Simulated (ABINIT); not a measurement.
# Sb: band structure with revPBE

Sb:

```
CELL_PARAMETERS angstrom
2.15420 1.24373 3.75800
-2.15420 1.24373 3.75800
0.00000 -2.48746 3.75800
ATOMIC_POSITIONS crystal
Sb 0.76651 0.76651 0.76651
Sb 0.23349 0.23349 0.23349
```

```json
{
  "Program": "ABINIT 10.8.3 (patched build)",
  "Task": "band structure",
  "Functional": "revPBE",
  "Potentials or basis": "JTH PAW PBE v2.0",
  "Cutoff": "517 eV",
  "k mesh": "8 × 8 × 8",
  "Occupations": "fermi-dirac, width 0.05 eV",
  "Spin": "no spin polarisation",
  "Fine-grid cutoff": "1034.03 eV"
}
```

The pressure is 3.4 GPa. The largest force is 0.195 eV/Å, the band gap on the k mesh is none (metal or under the smearing width) and the valence electrons inside the program's atomic spheres are Sb 12.42 (radii [1.2705] Å).

Forces on the atoms (eV/Å):
```
Sb   0.000  0.000 -0.195
Sb   0.000  0.000  0.195
```

Stress tensor (GPa, compression positive):
```
3.63 0.00 0.00
0.00 3.63 0.00
0.00 0.00 3.06
```

Levels at the corners of the path, in eV from the Fermi level:
| point | band 12 | band 13 | band 14 | band 15 | band 16 | band 17 | band 18 | band 19 |
| --- | --- | --- | --- | --- | --- | --- | --- | --- |
| Γ | -4.88 | -2.17 | -1.91 | -1.91 | 1.97 | 2.60 | 2.60 | 5.04 |
| L | -9.73 | -2.05 | -1.93 | -0.39 | -0.29 | 0.11 | 0.40 | 7.54 |
| B1 | -9.13 | -5.09 | -4.95 | -0.84 | 0.60 | 4.51 | 4.58 | 5.94 |

Wall time 52 s on 1 thread of Intel(R) Xeon(R) 6975P-C (Granite Rapids) (shared host), peak memory 0.17 GiB.

Caveat: the PAW data sets were made with another functional, which shifts forces and pressure a little; spin-orbit coupling is left out, which moves the levels of the heavy elements.
